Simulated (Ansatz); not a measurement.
## BN: clamped-ion strain scan

Theory: DFT PBEsol, scalar-relativistic, plane waves, PAW in Ansatz. Cutoff 650 eV, Γ-centred 12×12×6 k-points, Gaussian smearing of 0.05 eV. No spin polarisation. Energies are free energies at this smearing, counted from the undisturbed cell; pressure is positive in compression.

Reference structure (as given, not relaxed at this level; it stands at -5.9 GPa; this wurtzite form isn't the usual structure):

```
B N
1.0
     2.55394    0.00000    0.00000
    -1.27697    2.21178    0.00000
     0.00000    0.00000    4.22685
B N
2 2
Direct
  0.66667 0.33333 0.99972
  0.33333 0.66667 0.49972
  0.66667 0.33333 0.62528
  0.33333 0.66667 0.12528
```

The cell is strained by ε times the Voigt pattern (1, 1, 0, 0, 0, 0) (xx, yy, zz, yz, xz, xy; engineering shear) with fractional coordinates fixed.

```
      ε  ΔE (meV/atom) stress summed along the pattern (GPa, tension positive) pressure (GPa)
-0.1500         1250.5                                                  -657.31           228.5
-0.1125          617.8                                                  -400.81           138.3
-0.0750          235.0                                                  -215.23            73.3
-0.0375           44.4                                                   -82.33            26.9
 0.0000            0.0                                                    11.42            -5.9
 0.0375           65.5                                                    76.08           -28.6
 0.0750          212.0                                                   119.10           -43.8
 0.1125          416.5                                                   146.10           -53.6
 0.1312          534.3                                                   154.92           -56.9
 0.1500          660.8                                                   161.26           -59.3
```

Cost: 10 runs of about 1 core-minutes in all, on Intel Xeon Processor @ 2.70GHz (shared hosts).